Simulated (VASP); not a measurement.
A run of VASP 6.6.1 is set up as follows.

The input POSCAR:

```
Hg
1.0
   -1.8405440029      1.8405440029      1.9677598451
    1.8405440029     -1.8405440029      1.9677598451
    1.8405440029      1.8405440029     -1.9677598451
Hg
1
Direct
    0.5000000000      0.5000000000      0.0000000000
```

INCAR.step1

```
PREC     = Accurate       # precision mode
ENCUT    = 520            # plane-wave cutoff, eV
ISMEAR   = 0              # smearing method
SIGMA    = 0.1            # smearing width, eV
LREAL    = F              # projectors in reciprocal space
LASPH    = T              # aspherical terms in the spheres
NELM     = 100            # most SCF steps
NBANDS   = 12             # bands
GGA      = PE             # functional
ALGO     = Normal         # electronic algorithm
EDIFF    = 1E-4           # SCF threshold, eV
LWAVE    = T              # write WAVECAR
LCHARG   = F              # write CHGCAR
```

File INCAR.step2:

```
PREC     = Accurate       # precision mode
ENCUT    = 520            # plane-wave cutoff, eV
EDIFF    = 1E-6           # SCF threshold, eV
ISMEAR   = 0              # smearing method
SIGMA    = 0.1            # smearing width, eV
LREAL    = F              # projectors in reciprocal space
LASPH    = T              # aspherical terms in the spheres
NELM     = 100            # most SCF steps
ALGO     = Normal         # electronic algorithm
ISIF     = 2              # what is computed and relaxed
LWAVE    = F              # write WAVECAR
LCHARG   = F              # write CHGCAR
METAGGA  = R2SCAN         # meta-GGA
LMIXTAU  = T            
NBANDS   = 12             # bands
ISTART   = 1
```

File KPOINTS:

```
Automatic mesh
0
Gamma
  16 16 16
```

Potentials or basis: VASP PAW PBE potentials, release 64 (Hg).

The run is started by

```bash
$ cat potpaw_PBE.64/Hg/POTCAR > POTCAR
$ cp INCAR.step1 INCAR
$ mpirun -np 1 vasp_std > vasp.out
$ cp INCAR.step2 INCAR
$ mpirun -np 1 vasp_std > vasp.out
```

(1) Predict the band gap on the k mesh.

(2) What does it give for the pressure?

## Answers

(1) none (metal or under the smearing width).

(2) 0.2 GPa.

Caveat: the PAW data sets were made with another functional, which shifts forces and pressure a little.
